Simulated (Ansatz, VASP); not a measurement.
This is a calculation of InPd for Ansatz 0.2.0.

File input.yaml:

```yaml
crystal:
  lattice:
    - [3.27188478, 0.0, 0.0]
    - [0.0, 3.27188478, 0.0]
    - [0.0, 0.0, 3.27188478]
  atoms:
    - { symbol: In, position: [0.0, 0.0, 0.0] }
    - { symbol: Pd, position: [0.5, 0.5, 0.5] }
hamiltonian:
  xc: pbe
  pseudopotentials: { kind: paw }
kpoints:
  mp_grid: { grid: [8, 8, 8] }
scf:
  occupations: { method: fermi_dirac, width: 0.05 }
output:
  forces: true
  stress: true
  eigenvalues: true
relax:
  f_tol: 0.01
  max_steps: 40
  cell: { stress_tol: 0.05 }
```

Potentials or basis: Ansatz PAW.

Command:

```sh
$ ansatz run input.yaml --threads 2 --pin off --max-ram 5632MiB --backend cpu --events-out ev --progress --plain --runs-dir out
```

Problem. Translate it to VASP 6.6.1. Potentials there: VASP PAW PBE potentials, release 64 (In_d, Pd).

Solution. As run (the cutoff follows the program's own potentials):

File INCAR:

```
PREC = Accurate ; ENCUT = 600
EDIFF = 1E-7 ; ISMEAR = -1
SIGMA = 0.05 ; LREAL = False
LASPH = True ; NELM = 60
ALGO = Normal ; ISIF = 3
LWAVE = False ; LCHARG = False
GGA = PE ; IBRION = 2
NSW = 60 ; EDIFFG = -0.01
```

The input KPOINTS:

```
regular mesh
0
Gamma
  8 8 8
```

Contents of POSCAR:

```
InPd
1.0
    3.2718847800      0.0000000000      0.0000000000
    0.0000000000      3.2718847800      0.0000000000
    0.0000000000      0.0000000000      3.2718847800
In Pd
1 1
Direct
    0.0000000000      0.0000000000      0.0000000000
    0.5000000000      0.5000000000      0.5000000000
```

Potentials or basis: VASP PAW PBE potentials, release 64 (In_d, Pd).

Launch:

```bash
$ cat potpaw_PBE.64/In_d/POTCAR potpaw_PBE.64/Pd/POTCAR > POTCAR
$ mpirun -np 1 vasp_std > vasp.out
```

Both were run:

|  | VASP | Ansatz | Ansatz less VASP |
| --- | --- | --- | --- |
| gap on the k mesh at the Fermi level, each at its own relaxed structure (eV) | none | none | - |
| relaxed volume (Å³/atom) | 18.04 | 18.04 | -0.004 |
| relaxed cell length with the largest relative difference (Å) | 3.304 | 3.304 | -0.0003 |
| energy change over the relaxation (meV/atom) | -6 | -6 | +0.1 |

A gap of «none» marks a metal or a gap that the smearing closes. The two sets of potentials don't hold the same shells in valence.

Caveats: the plane-wave basis is chosen anew once the cell has moved, so the energies of steps on either side of that aren't comparable (Ansatz).
